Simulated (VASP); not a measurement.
# Ir in VASP: settings compared

Aim: see how the results for Ir move with the level of theory and the settings. Levels: PBE+D3(BJ), PBE+D4. Tasks: relaxation of the atoms.

All numbers are computed with VASP 6.6.1; they aren't measurements. Logs are shortened: lines on timing, memory, paths and dates and some standing lists are left out, and cuts for length are marked.

**1. The sheet as given**

The cell holds a sheet with vacuum, 1 atom: a = 2.452 Å, b = 2.452 Å, c = 23.800 Å, α = 90.00°, β = 90.00°, γ = 90.00°.

The cell was built by a generator and needn't be a form met in nature.

**2. Relaxation of the atoms, PBE+D3(BJ)**

Contents of INCAR:

```
PREC = Accurate
ENCUT = 520
EDIFF = 1E-6
ISMEAR = -1
SIGMA = 0.05
LREAL = F
LASPH = T
NELM = 100
ALGO = Normal
ISIF = 2
LWAVE = F
LCHARG = F
LDIPOL = T
IDIPOL = 3
DIPOL = 0.5 0.5 0.294
GGA = PE
IVDW = 12
IBRION = 2
NSW = 40
EDIFFG = -0.02
```

Contents of KPOINTS:

```
regular mesh
0
Gamma
  11 11 1
```

Contents of POSCAR:

```
Ir
1.0
    2.4518400000      0.0000000000      0.0000000000
    0.0000000000      2.4518400000      0.0000000000
    0.0000000000      0.0000000000     23.8000000000
Ir
1
Selective dynamics
Direct
    0.0000000000      0.0000000000      0.2941200000  F F F
```

Potentials or basis: VASP PAW PBE potentials, release 64 (Ir).

Run with:

```
$ cat potpaw_PBE.64/Ir/POTCAR > POTCAR
$ mpirun -np 1 vasp_std > vasp.out
```

OUTCAR:

```text
PREC = Accurate
   ENCUT = 520
   EDIFF = 1E-6
   ISMEAR = -1
   LREAL = F
   LASPH = T
   NELM = 100
   ISIF = 2
   GGA = PE
   IVDW = 12
   IBRION = 2
   NSW = 40
   EDIFFG = -0.02
 IVDW          = 12

 ion  position               nearest neighbor table
   1  0.000  0.000  0.294-

  LATTYP: Found a simple tetragonal cell.
 ALAT       =     2.4518400000
 C/A-ratio  =     9.7069955625

  Lattice vectors:

 A1 = (   2.4518400000,   0.0000000000,   0.0000000000)
 A2 = (   0.0000000000,   2.4518400000,   0.0000000000)
 A3 = (   0.0000000000,   0.0000000000,  23.8000000000)

Analysis of symmetry for initial positions (statically):
=====================================================================
 Subroutine PRICEL returns:
 Original cell was already a primitive cell.

 Routine SETGRP: Setting up the symmetry group for a
 simple tetragonal supercell.

 Subroutine GETGRP returns: Found 16 space group operations
 (whereof  8 operations were pure point group operations)
 out of a pool of 16 trial point group operations.

The static configuration has the point symmetry C_4v.
 The point group associated with its full space group is D_4h.

Analysis of symmetry for dynamics (positions and initial velocities):
=====================================================================
 Subroutine PRICEL returns:
 Original cell was already a primitive cell.

 Routine SETGRP: Setting up the symmetry group for a
 simple tetragonal supercell.

 Subroutine GETGRP returns: Found 16 space group operations
 (whereof  8 operations were pure point group operations)
 out of a pool of 16 trial point group operations.

The dynamic configuration has the point symmetry C_4v.
 The point group associated with its full space group is D_4h.

Analysis of constrained symmetry for selective dynamics:
=====================================================================
 Subroutine PRICEL returns:
 Original cell was already a primitive cell.

 Routine SETGRP: Setting up the symmetry group for a
 simple tetragonal supercell.

 Subroutine GETGRP returns: Found 16 space group operations
 (whereof  8 operations were pure point group operations)
 out of a pool of 16 trial point group operations.

The constrained configuration has the point symmetry C_4v.
 The point group associated with its full space group is D_4h.

 Subroutine INISYM returns: Found 16 space group operations
 (whereof  8 operations are pure point group operations),
 and found     1 'primitive' translations

----------------------------------------------------------------------------------------

                                     Primitive cell

  volume of cell :     143.0742

  direct lattice vectors                    reciprocal lattice vectors
     2.451840000  0.000000000  0.000000000     0.407856956  0.000000000  0.000000000
     0.000000000  2.451840000  0.000000000     0.000000000  0.407856956  0.000000000
     0.000000000  0.000000000 23.800000000     0.000000000  0.000000000  0.042016807

  length of vectors
     2.451840000  2.451840000 23.800000000     0.407856956  0.407856956  0.042016807

  position of ions in fractional coordinates (direct lattice)
     0.000000000  0.000000000  0.294120000

  ion indices of the primitive-cell ions
   primitive index   ion index
                 1           1

----------------------------------------------------------------------------------------

 KPOINTS: regular mesh

Automatic generation of k-mesh.
 Grid dimensions read from file:
 generate k-points for:   11   11    1

 Generating k-lattice:

  Cartesian coordinates                     Fractional coordinates (reciprocal lattice)
     0.037077905  0.000000000  0.000000000     0.090909091  0.000000000  0.000000000
     0.000000000  0.037077905  0.000000000     0.000000000  0.090909091  0.000000000
     0.000000000  0.000000000  0.042016807     0.000000000  0.000000000  1.000000000

  Length of vectors
     0.037077905  0.037077905  0.042016807

  Shift w.r.t. Gamma in fractional coordinates (k-lattice)
     0.000000000  0.000000000  0.000000000

 Subroutine IBZKPT returns following result:
 ===========================================

 Found     21 irreducible k-points:

 Following reciprocal coordinates:
            Coordinates               Weight
  0.000000  0.000000  0.000000      1.000000
  0.090909  0.000000  0.000000      4.000000
  0.181818  0.000000  0.000000      4.000000
  0.272727  0.000000  0.000000      4.000000
  0.363636  0.000000  0.000000      4.000000
  0.454545  0.000000  0.000000      4.000000
[... 13 lines left out ...]
  0.454545  0.363636  0.000000      8.000000
  0.454545  0.454545  0.000000      4.000000
   k-points           NKPTS =     21   k-points in BZ     NKDIM =     21   number of bands    NBANDS=      8
   number of dos      NEDOS =    301   number of ions     NIONS =      1
   total plane-waves  NPLWV =  58320
   dimension x,y,z NGX =    18 NGY =   18 NGZ =  180
   dimension x,y,z NGXF=    36 NGYF=   36 NGZF=  360
   ions per type =               1
   NGX,Y,Z   is equivalent  to a cutoff of  12.20, 12.20, 12.57 a.u.
   NGXF,Y,Z  is equivalent  to a cutoff of  24.41, 24.41, 25.15 a.u.
 SYSTEM =  unknown system
   PREC   = accura    normal or accurate (medium, high low for compatibility)
   ISTART =      0    job   : 0-new  1-cont  2-samecut
   ICHARG =      2    charge: 1-file 2-atom 10-const
   ISPIN  =      1    spin polarized calculation?
   LNONCOLLINEAR =      F non collinear calculations
   LSORBIT =      F    spin-orbit coupling
   LASPH  =      T    aspherical Exc in radial PAW
   ENCUT  =  520.0 eV  38.22 Ry    6.18 a.u.   4.56  4.56 44.25*2*pi/ulx,y,z
   NELM   =    100;   NELMIN=  2; NELMDL= -5     # of ELM steps
   EDIFF  = 0.1E-05   stopping-criterion for ELM
   LREAL  =      F    real-space projection
   EDIFFG = -.2E-01   stopping-criterion for IOM
   NSW    =     40    number of steps for IOM
   IBRION =      2    ionic relax: 0-MD 1-quasi-New 2-CG
   NFREE  =      1    steps in history (QN), initial steepest desc. (CG)
   ISIF   =      2    stress and relaxation
   ISYM   =      2    0-nonsym 1-usesym 2-fastsym
   POTIM  = 0.5000    time-step for ionic-motion
   TEBEG  =    0.0;   TEEND  =   0.0 temperature during run
   PSTRESS=    0.0 pullay stress
   NELECT =       9.0000    total number of electrons
   NUPDOWN=      -1.0000    fix difference up-down
   EMIN   =  10.00;   EMAX   =-10.00  energy-range for DOS
   EFERMI =   0.00;   METHOD = LEGACY
   ISMEAR =    -1;   SIGMA  =   0.05  broadening in eV -4-tet -1-fermi 0-gaus
   EFERMI_NEDOS =   21; number of points for ismear=-14 and -15
   IALGO  =     38    algorithm
   IMIX   =      4    mixing-type and parameters
     AMIX     =   0.40;   BMIX     =  1.00
     AMIX_MAG =   1.60;   BMIX_MAG =  1.00
  volume/ion in A,a.u.               =     143.07       965.51
  Fermi-wavevector in a.u.,A,eV,Ry     =   0.651081  1.230365  5.767604  0.423907
  Thomas-Fermi vector in A             =   1.720567
   LORBIT       =      0    0 simple, 1 ext, 2 COOP (PROOUT), +10 PAW based schemes
   GGA     = PE    functional components
   LHFCALC =     F    Hartree Fock is set to
   AEXX    =    0.0000 exact exchange contribution
   IVDW    =    12    specifies the selected vdW correction
   LEPSILON=     F    determine dielectric tensor
   LRPA    =     F    only Hartree local field effects (RPA)
 conjugate gradient relaxation of ions
 non-spin polarized calculation
  energy-cutoff  :      520.00
  volume of cell :      143.07
 maximum number of plane-waves:      3933
   NGX =  9   NGY =  9   NGZ = 89

 number of electron       8.9999999 magnetization

 dipolmoment           0.000000      0.000000     -0.000003 electrons x Angstroem

 Free energy of the ion-electron system (eV)
  ---------------------------------------------------
  ext. energy  EPLUGINS =         0.00000000
  ---------------------------------------------------
  free energy    TOTEN  =        -6.80863655 eV

  energy without entropy =       -6.79297511  energy(sigma->0) =       -6.80080583

 E-fermi :  -4.4664     XC(G=0):  -2.1720

 val. band max:       -4.4822286540   @ k =   0.4545   0.2727   0.0000
 cond. band min:      -4.4531417907   @ k =   0.4545   0.3636   0.0000
 fundamental gap:      0.0290868633
 Fermi energy:        -4.4663686188

 k-point     1 :       0.0000    0.0000    0.0000
  band No.  band energies     occupation
      1     -12.2555      2.00000
      2     -10.8477      2.00000
      3      -6.9981      2.00000
      4      -3.7475      0.00000
      5      -3.7475      0.00000
      6      -3.2441      0.00000
      7      -2.3316      0.00000
      8       1.2558      0.00000

 k-point     2 :       0.0909    0.0000    0.0000
  band No.  band energies     occupation
      1     -11.9367      2.00000
      2     -10.5667      2.00000
      3      -6.8859      2.00000
      4      -4.8312      1.99865
      5      -3.7083      0.00000
      6      -2.6601      0.00000
      7      -2.2940      0.00000
      8       1.4538      0.00000

 k-point     3 :       0.1818    0.0000    0.0000
  band No.  band energies     occupation
      1     -11.3285      2.00000
      2      -9.4644      2.00000
      3      -6.5652      2.00000
      4      -6.1643      2.00000
      5      -3.6019      0.00000
      6      -3.4634      0.00000
      7      -1.1860      0.00000
      8       2.0457      0.00000

 k-point     4 :       0.2727    0.0000    0.0000
  band No.  band energies     occupation
      1     -10.8113      2.00000
      2      -7.4385      2.00000
      3      -7.3558      2.00000
      4      -6.0892      2.00000
      5      -4.3855      0.33103
      6      -3.4592      0.00000
      7       0.0226      0.00000
      8       3.0252      0.00000

 k-point     5 :       0.3636    0.0000    0.0000
  band No.  band energies     occupation
      1     -10.3965      2.00000
      2      -8.2377      2.00000
      3      -5.5929      2.00000
      4      -5.1380      2.00000
      5      -4.9753      1.99992
      6      -3.3246      0.00000
      7       1.3815      0.00000
      8       4.3765      0.00000

 k-point     6 :       0.4545    0.0000    0.0000
  band No.  band energies     occupation
      1     -10.1502      2.00000
      2      -8.7038      2.00000
      3      -5.5517      2.00000
      4      -5.2306      2.00000
      5      -3.2430      0.00000
      6      -3.0052      0.00000
      7       2.6421      0.00000
      8       3.7408      0.00000

 k-point     7 :       0.0909    0.0909    0.0000
  band No.  band energies     occupation
      1     -11.5635      2.00000
      2     -10.3427      2.00000
      3      -6.7763      2.00000
      4      -5.1203      2.00000
      5      -4.1278      0.00229
      6      -3.0018      0.00000
      7      -1.6782      0.00000
      8       1.6521      0.00000
[... 100 lines left out ...]
 k-point    17 :       0.3636    0.2727    0.0000
  band No.  band energies     occupation
      1      -9.1782      2.00000
      2      -7.6331      2.00000
      3      -6.2227      2.00000
      4      -5.9158      2.00000
      5      -4.8698      1.99937
      6      -2.3546      0.00000
      7       3.9945      0.00000
      8       6.1880      0.00000

 k-point    18 :       0.4545    0.2727    0.0000
  band No.  band energies     occupation
      1      -9.5224      2.00000
      2      -8.0443      2.00000
      3      -6.1100      2.00000
      4      -5.7895      2.00000
      5      -4.4822      1.15728
      6       0.6552      0.00000
      7       4.6849      0.00000
      8       5.5296      0.00000

 k-point    19 :       0.3636    0.3636    0.0000
  band No.  band energies     occupation
      1     -10.0427      2.00000
      2      -7.4511      2.00000
      3      -6.9877      2.00000
      4      -4.6685      1.96549
      5      -3.6155      0.00000
      6      -0.9827      0.00000
      7       5.3816      0.00000
      8       7.5457      0.00000

 k-point    20 :       0.4545    0.3636    0.0000
  band No.  band energies     occupation
      1     -10.5145      2.00000
      2      -7.7128      2.00000
      3      -7.0045      2.00000
      4      -4.4531      0.86850
      5      -2.7129      0.00000
      6       1.7551      0.00000
      7       5.1307      0.00000
      8       6.9281      0.00000

 k-point    21 :       0.4545    0.4545    0.0000
  band No.  band energies     occupation
      1     -11.0328      2.00000
      2      -7.5208      2.00000
      3      -7.4622      2.00000
      4      -4.1999      0.00965
      5      -0.5757      0.00000
      6       3.0589      0.00000
      7       4.7114      0.00000
      8       7.9576      0.00000

------------------------ aborting loop because EDIFF is reached ----------------------------------------

 vacuum level on the upper side and lower side of the slab       (xc-potential included)        -0.176        -0.154

 Edisp (eV)   -0.21136

 E8    (eV) :    -0.1045

  FORCE on cell =-STRESS in cart. coord.  units (eV):
  Direction    XX          YY          ZZ          XY          YZ          ZX
  --------------------------------------------------------------------------------------
  -------------------------------------------------------------------------------------
  Total      -0.30821    -0.30821    -0.00814     0.00000     0.00000     0.00000
  in kB      -3.45142    -3.45142    -0.09117     0.00000     0.00000     0.00000
  external pressure =       -2.33 kB  Pullay stress =        0.00 kB

 VOLUME and BASIS-vectors are now :
 -----------------------------------------------------------------------------
  energy-cutoff  :      520.00
  volume of cell :      143.07
      direct lattice vectors                 reciprocal lattice vectors
     2.451840000  0.000000000  0.000000000     0.407856956  0.000000000  0.000000000
     0.000000000  2.451840000  0.000000000     0.000000000  0.407856956  0.000000000
     0.000000000  0.000000000 23.800000000     0.000000000  0.000000000  0.042016807

 POSITION                                       TOTAL-FORCE (eV/Angst)
 -----------------------------------------------------------------------------------
      0.00000      0.00000      7.00006         0.000000      0.000000      0.000000
 -----------------------------------------------------------------------------------
    total drift:                                0.000000      0.000000     -0.000033

  FREE ENERGIE OF THE ION-ELECTRON SYSTEM (eV)
  ---------------------------------------------------
  free  energy   TOTEN  =        -7.0199947858 eV

  energy  without entropy=       -7.0043333417  energy(sigma->0) =       -7.01216406

 reached required accuracy - stopping structural energy minimisation

 vacuum level on the upper side and lower side of the slab         1.502         1.501
```

Run time: 22 s. Hardware: 1 thread of Intel Xeon Platinum 8488C (Sapphire Rapids), shared host; peak memory 0.23 GiB.

Results:

```
Free energy                : -7.0200 eV
Band gap on the k mesh     : none (metal or under the smearing width)
Dispersion energy per atom : -0.211 eV
```

Final structure:
```cif
data_structure
_symmetry_space_group_name_H-M 'P 1'
_symmetry_Int_Tables_number 1
_cell_length_a 2.4518
_cell_length_b 2.4518
_cell_length_c 23.8000
_cell_angle_alpha 90.000
_cell_angle_beta 90.000
_cell_angle_gamma 90.000
_cell_volume 143.07
loop_
_atom_site_label
_atom_site_type_symbol
_atom_site_fract_x
_atom_site_fract_y
_atom_site_fract_z
_atom_site_occupancy
Ir1 Ir 0.00000 0.00000 0.29412 1
```

Levels at points of the mesh, in eV from the Fermi level:
```csv
k point,band 1,band 2,band 3,band 4,band 5,band 6,band 7,band 8
"(0.00, 0.00, 0.00)",-7.79,-6.38,-2.53,0.72,0.72,1.22,2.13,5.72
```

Caveat: the relaxation stopped at its first step, so nothing moved.

**3. Relaxation of the atoms, PBE+D4**

INCAR: that of step 2 with these lines changed.

```diff
@@ -16,3 +16,3 @@
 GGA = PE
-IVDW = 12
+IVDW = 13
 IBRION = 2
```

KPOINTS is that of step 2.

POSCAR is that of step 2.

Potentials or basis: VASP PAW PBE potentials, release 64 (Ir).

Run with:

```
$ cat potpaw_PBE.64/Ir/POTCAR > POTCAR
$ mpirun -np 1 vasp_std > vasp.out
```

It took 22 s on 1 thread of Intel Xeon Platinum 8488C (Sapphire Rapids), shared host; peak memory 0.24 GiB.

It converged, with:

```
Free energy                : -7.0688 eV
Band gap on the k mesh     : none (metal or under the smearing width)
Dispersion energy per atom : -0.260 eV
```

Final structure:
```
CELL_PARAMETERS angstrom
2.45184 0.00000 0.00000
0.00000 2.45184 0.00000
0.00000 0.00000 23.80000
ATOMIC_POSITIONS crystal
Ir 0.00000 0.00000 0.29412
```

Levels at points of the mesh, in eV from the Fermi level:
```tsv
k point	band 2	band 3	band 4	band 5	band 6	band 7
(0.00, 0.00, 0.00)	-6.38	-2.53	0.72	0.72	1.22	2.13
```

Caveat: the relaxation stopped at its first step, so nothing moved. The run has no spin-orbit coupling, so splittings on Ir are missing.
